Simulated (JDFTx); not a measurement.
**TePb under changes of volume**

One of the cells (33.730 Å³/atom); the others are scaled copies at fixed shape and fractional positions:

```
CELL_PARAMETERS angstrom
0.00000 3.23100 3.23100
3.23100 0.00000 3.23100
3.23100 3.23100 0.00000
ATOMIC_POSITIONS crystal
Pb 0.00000 0.00000 0.00000
Te 0.50000 0.50000 0.50000
```

| Property | Result |
| --- | --- |
| Program | JDFTx 1.7.0 (patched build) |
| Functional | LDA |
| Potentials or basis | PseudoDojo-SR-LDA-0.4.1-standard with smoothed tails |
| Cutoff | 1088 eV |
| Density cutoff | 8708 eV |
| k mesh | 7 × 7 × 7 |
| Occupations | fermi-dirac, width 0.05 eV |
| Spin | no spin polarisation |

```tsv
volume (Å³/atom)	energy over the lowest point (meV/atom)	pressure (GPa)
31.706	2.75	1.2
32.380	0.00	0.1
33.055	1.58	-0.9
33.730	7.02	-1.7
34.404	15.90	-2.5
35.079	?	?
35.753	42.54	-3.8
```

What does the run at 35.079 Å³/atom give?

Energy over the lowest point 27.86 meV/atom; pressure -3.2 GPa.

Worked out: A Birch-Murnaghan fit of order 3 (a polynomial in V^(-2/3)) to the other rows has its minimum at 32.46 Å³/atom with B0 = V·E''(V) = 49 GPa and B' = 4.5. It gives 27.86 meV/atom at 35.079 Å³/atom, against the run's 27.86, and -dE/dV = -3.2 GPa, against -3.2.

Energies are extrapolated to zero smearing.
